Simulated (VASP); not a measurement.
The system is Al2O3.

```
Al O
1.0
     3.01748    0.00000    0.00000
    -1.50874    2.61322    0.00000
     0.00000    0.00000    7.57464
Al O
2 3
Direct
  0.00000 0.00000 0.72205
  0.00000 0.00000 0.27795
  0.00000 0.00000 0.50000
  0.66667 0.33333 0.80055
  0.33333 0.66667 0.19945
```

Measurements of this composition are mostly on another form, of space group No. 167.

Base run:

- Program: VASP 6.6.1
- Functional: BLYP
- Potentials or basis: VASP PAW PBE potentials, release 64 (Al, O)
- Cutoff: 520 eV
- k mesh: 7 × 7 × 3
- Occupations: fermi-dirac, width 0.05 eV
- Spin: no spin polarisation

Its results: band gap on the k mesh 2.46 eV, direct.

**Question.** The run is repeated on the same cell with these changes: functional from BLYP to SCAN. What comes out?

**Answer.** Band gap on the k mesh 2.89 eV, direct.

SCAN gives the wider gap, since meta-GGAs in the generalised Kohn-Sham scheme recover part of the derivative discontinuity.
